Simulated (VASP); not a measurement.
# NaI: relaxation of the atoms with PBE

Crystal: NaI.

```
Na I
1.0
     0.00000    3.27658    3.27658
     3.27658    0.00000    3.27658
     3.27658    3.27658    0.00000
Na I
1 1
Direct
  0.00000 0.00000 0.00000
  0.50000 0.50000 0.50000
```

The cell isn't the ideal one: a relaxed cell with its volume scaled by 1.02.

```json
{
  "Program": "VASP 6.6.1",
  "Task": "relaxation of the atoms",
  "Functional": "PBE",
  "Potentials or basis": "VASP PAW PBE potentials, release 64 (Na, I)",
  "Cutoff": "300 eV",
  "k mesh": "4 × 4 × 4",
  "Occupations": "gaussian, width 0.03 eV",
  "Spin": "no spin polarisation",
  "Further INCAR settings": "ALGO = Normal; EDIFF = 1e-07; IBRION = 2; EDIFFG = -0.01; NSW = 40"
}
```

The pressure after relaxing is -0.3 GPa and the band gap on the k mesh is 3.54 eV, direct.

Final structure:
```yaml
crystal:
  lattice:
    - [0.00000, 3.27658, 3.27658]
    - [3.27658, 0.00000, 3.27658]
    - [3.27658, 3.27658, 0.00000]
  atoms:
    - { symbol: Na, position: [0.00000, 0.00000, 0.00000] }
    - { symbol: I, position: [0.50000, 0.50000, 0.50000] }
```

Levels at points of the mesh, in eV from the valence-band top:
| k point | band 1 | band 2 | band 3 | band 4 | band 5 | band 6 | band 7 | band 8 |
| --- | --- | --- | --- | --- | --- | --- | --- | --- |
| (0.00, 0.00, 0.00) | -10.92 | 0.00 | 0.00 | 0.00 | 3.54 | 7.92 | 7.92 | 7.92 |
| (0.50, 0.00, 0.00) | -10.65 | -2.05 | -0.26 | -0.26 | 5.08 | 7.39 | 7.39 | 8.44 |
| (0.50, 0.50, 0.00) | -10.57 | -1.80 | -0.70 | -0.70 | 4.45 | 5.62 | 9.62 | 10.97 |

It took 3.5 s on 1 thread of Intel(R) Xeon(R) Platinum 8488C (Sapphire Rapids), with other jobs on the host, peak memory 0.14 GiB.

Caveat: the relaxation stopped at its first step, so nothing moved; spin-orbit coupling is left out, which moves the levels of the heavy elements.
